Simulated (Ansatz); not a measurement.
**CdS: strong compression**

An exercise on one series of results from a longer session: the logs are not shown, and one member is left open.

Computed with Ansatz 0.2.0 (DFT, PBEsol, PAW with Ansatz's default frozen-core files, scalar-relativistic, unless a step's input says otherwise).

### Starting point

The structure is cubic, space group F-43m (No. 216). The conventional cell has a = 5.886 Å, b = 5.886 Å, c = 5.886 Å, α = 90.00°, β = 90.00°, γ = 90.00°. Around Cd (site symmetry -43m) lie 4 S at 2.55 Å. Around S (site symmetry -43m) lie 4 Cd at 2.55 Å.

Structure file:

```cif
data_structure
_symmetry_space_group_name_H-M 'P 1'
_symmetry_Int_Tables_number 1
_cell_length_a 4.1620
_cell_length_b 4.1620
_cell_length_c 4.1620
_cell_angle_alpha 60.000
_cell_angle_beta 60.000
_cell_angle_gamma 60.000
_cell_volume 50.98
loop_
_atom_site_label
_atom_site_type_symbol
_atom_site_fract_x
_atom_site_fract_y
_atom_site_fract_z
_atom_site_occupancy
Cd1 Cd 0.00000 0.00000 0.00000 1
S1 S 0.75000 0.75000 0.75000 1
```

Whether this phase is the stable one at these pressures isn't tested.

Atoms are numbered in the order of the input: Cd1, S2.

Set-up of the first run:

Contents of input.yaml:

```yaml
crystal:
  lattice:
    - [0.0, 2.9429534649, 2.9429534649]
    - [2.9429534649, 0.0, 2.9429534649]
    - [2.9429534649, 2.9429534649, 0.0]
  atoms:
    - { symbol: Cd, position: [0.0, 0.0, 0.0] }
    - { symbol: S, position: [0.75, 0.75, 0.75] }
kpoints:
  mp_grid: { grid: [8, 8, 8] }
scf:
  occupations: { method: fermi_dirac, width: 0.03 }
hamiltonian:
  xc: pbesol
  pseudopotentials: { kind: paw }
output:
  forces: true
  stress: true
relax:
  f_tol: 0.01
  max_steps: 30
```

Launch:

```
ansatz run input.yaml --threads 1 --pin off --max-ram 2048MiB --backend cpu --events-out ev --progress --plain --runs-dir out
```

Steps of the session up to this table: Atoms relaxed at the given volume, PAW; Volume scaled by 1, PAW; Atoms relaxed at 0.85 of the volume, PAW; Volume scaled by 0.85, PAW; Atoms relaxed at 0.65 of the volume, PAW; Volume scaled by 0.65, PAW; Atoms relaxed at 0.55 of the volume, PAW; Volume scaled by 0.55, PAW.

One of the session's tables, all rows but one given; the rest of the session is left out.

| method | volume over the first | volume (Å³/atom) | pressure (GPa) | gap (eV) |
| --- | --- | --- | --- | --- |
| PAW | 1 | 25.489 | -1.80 | 0.95 |
| PAW | 0.85 | ? | ? | ? |
| PAW | 0.65 | 16.568 | 61.25 | 1.59 |
| PAW | 0.55 | 14.019 | 126.98 | 1.62 |

**Question.** Estimate the row for PAW, 0.85.

**Answer.** volume (Å³/atom): 21.666; pressure (GPa): 10.87; gap (eV): 1.26. In the column «volume (Å³/atom)» it lies between PAW, 0.65 (16.568) and PAW, 1 (25.489).

Caveats from the session: Warnings in the runs' records: stress scf threshold loose.
